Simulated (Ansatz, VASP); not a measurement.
# Bi in VASP and in Ansatz

File INCAR:

```
ALGO = Normal
EDIFF = 1E-6
EDIFFG = -0.005
ENCUT = 600
GGA = PE
IBRION = 2
ISIF = 3
ISMEAR = 0
IVDW = 12
LASPH = T
LCHARG = F
LREAL = F
LWAVE = F
NELM = 60
NSW = 100
PREC = Accurate
SIGMA = 0.1
```

KPOINTS

```
k-points
0
Gamma
  16 16 16
```

The input POSCAR:

```
Bi
1.0
   -1.9814305318      1.9814305318      1.9814305318
    1.9814305318     -1.9814305318      1.9814305318
    1.9814305318      1.9814305318     -1.9814305318
Bi
1
Direct
    0.0000000000      0.0000000000      0.0000000000
```

Input for Ansatz:

```yaml
crystal:
  lattice:
    - [-1.9814305318, 1.9814305318, 1.9814305318]
    - [1.9814305318, -1.9814305318, 1.9814305318]
    - [1.9814305318, 1.9814305318, -1.9814305318]
  atoms:
    - { symbol: Bi, position: [0.0, 0.0, 0.0] }
basis:
  ecutwfc: 420
kpoints:
  mp_grid: { grid: [16, 16, 16] }
hamiltonian:
  xc: pbe
  dispersion: d3bj
scf:
  occupations: { method: gaussian, width: 0.1 }
output:
  forces: true
  stress: true
  eigenvalues: true
relax:
  adjacent_minimum: "off"
  f_tol: 0.005
  max_steps: 80
  cell: { stress_tol: 0.05 }
```

This isn't the form of Bi at room conditions, which is rhombohedral.

Alike in both runs: task relaxation of cell and atoms; functional PBE; dispersion D3(BJ); k mesh 16 × 16 × 16; occupations gaussian, width 0.1 eV; no spin polarisation.

|  | VASP | Ansatz |
| --- | --- | --- |
| version | VASP 6.6.1 | Ansatz 0.2.0 |
| potentials or method | VASP PAW PBE potentials, release 64 (Bi_d) | scalar-relativistic, plane waves, PAW |
| plane-wave cutoff (eV) | 600 | 420 |
| valence electrons in the cell | 15 | 15 |

```csv
,VASP,Ansatz,Ansatz less VASP
"gap on the k mesh at the Fermi level, each at its own relaxed structure (eV)",none,none,-
relaxed volume (Å³/atom),30.07,30.09,+0.019
relaxed cell length with the largest relative difference (Å),3.393,3.394,+0.0007
energy change over the relaxation (meV/atom),-6,-6,0.0
```

A gap of «none» marks a metal or a gap that the smearing closes.

Caveats: spin-orbit coupling is left out, which moves the levels of the heavy elements; pairwise dispersion overbinds metals, which lowers pressure and volume.
